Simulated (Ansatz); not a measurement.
Below is the output of a Python script on the Python package of Ansatz (0.2.0) that makes a calculation of the elastic constants of CdS, space group Fm-3m. Write a script that gives it. Level of theory: PBEsol, PAW, cutoff 476 eV, 8×8×8 k-points, fixed occupations.

```xyz
2
Lattice="0.0000 2.7532 2.7532 2.7532 0.0000 2.7532 2.7532 2.7532 0.0000" Properties=species:S:1:pos:R:3 pbc="T T T"
Cd    0.0000    0.0000    0.0000
S     2.7532    2.7532    2.7532
```

```console
$ python elastic.py
C11 = 101.2 GPa
C12 = 43.3 GPa
C13 = 43.3 GPa
C22 = 101.2 GPa
C23 = 43.3 GPa
C33 = 101.2 GPa
C44 = 33.8 GPa
C55 = 33.8 GPa
C66 = 33.8 GPa
smallest eigenvalue of C: 33.8 GPa; tensor positive definite: True
K = 62.6, G = 31.8, E = 81.6 GPa, Poisson ratio 0.283, K/G = 1.97
```

The script that was run (others could print the same):

Script `elastic.py`:
```python
# -*- coding: utf-8 -*-
"""Stiffness tensor and moduli of CdS."""

import ansatz as az
import numpy as np

lattice = az.Lattice.of(
    [0.0, 2.75324, 2.75324],
    [2.75324, 0.0, 2.75324],
    [2.75324, 2.75324, 0.0],
)
sites = [
    ("Cd", [0.0, 0.0, 0.0]),
    ("S", [0.5, 0.5, 0.5]),
]
system = az.Crystal(lattice=lattice)
for symbol, position in sites:
    system = system.atom(symbol, position)

model = (
    system.calculation()
    .functional("pbesol")
    .basis(35 * az.Ry)
    .pseudopotentials("paw")
    .occupations("fixed")
    .kpoints(8, 8, 8)
)
done = model.elastic("relaxed_ion", amplitude=0.003).run(threads=1)
elastic = done.elastic

C = np.asarray(elastic.c_gpa)
for i in range(6):
    for j in range(i, 6):
        if abs(C[i, j]) > 0.05:
            print(f"C{i + 1}{j + 1} = {C[i, j]:.1f} GPa")
print("smallest eigenvalue of C:", round(elastic.stability.min_eigenvalue_gpa, 1), "GPa; tensor positive definite:", elastic.stability.min_eigenvalue_gpa > 0)
# averaged moduli need a positive definite tensor
if elastic.stability.min_eigenvalue_gpa > 0:
    m = elastic.moduli
    print(f"K = {m.k_hill_gpa:.1f}, G = {m.g_hill_gpa:.1f}, E = {m.youngs_gpa:.1f} GPa, Poisson ratio {m.poisson:.3f}, K/G = {m.k_hill_gpa / m.g_hill_gpa:.2f}")
```

Reading the output:
- With fixed filling the reported Fermi level is the top filled level among the k-points of the SCF.
- A positive definite tensor excludes instabilities under uniform strain alone; phonons elsewhere in the zone can still be imaginary.
- This is a high-temperature or high-pressure form, not the ambient phase.
- The cell stands under -4.4 GPa at these settings.
- This cell is a computed structure, which may not be the phase found in nature.
- The constants belong to the cell that was strained; where it wasn't relaxed first it may be under stress.
- By the engine's processor time: 16 s on 1 thread of Intel(R) Xeon(R) Processor @ 2.30GHz, with other jobs on the host, peak memory 0.57 GiB.

(A comment or docstring line of the script was reworded after the run, the code is as it ran.)
